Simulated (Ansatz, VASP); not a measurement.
# Two plane-wave programs on SrO

```
Sr O
1.0
     3.15075    0.04789    0.04789
     0.04789    3.15075    0.04789
     0.04789    0.04789    3.15075
Sr O
1 1
Direct
  0.00000 0.00000 0.00000
  0.50000 0.50000 0.50000
```

Change from the starting cell: shear_111 strain +4.6%.

Alike in both runs: task single point; functional r2SCAN; k mesh 8 × 8 × 8; no spin polarisation.

|  | VASP | Ansatz |
| --- | --- | --- |
| version | VASP 6.6.1 | Ansatz 0.2.0 |
| potentials or method | VASP PAW PBE potentials, release 64 (Sr_sv, O) | plane waves, PAW |
| plane-wave cutoff (eV) | 520 | 500 |
| occupations | gaussian, width 0.01 eV | fixed |
| valence electrons in the cell | 16 | 16 |

|  | VASP | Ansatz | Ansatz less VASP |
| --- | --- | --- | --- |
| gap on the k mesh at the Fermi level (eV) | 3.26 | 3.32 | +0.058 |
| pressure (GPa) | -3.3 | -3.9 | -0.62 |
| largest component of the traceless stress (GPa) | 0.26 | 0.30 | +0.040 |

Caveats: the PAW data sets were made with another functional, which shifts forces and pressure a little (VASP). A k mesh can miss the band edges.
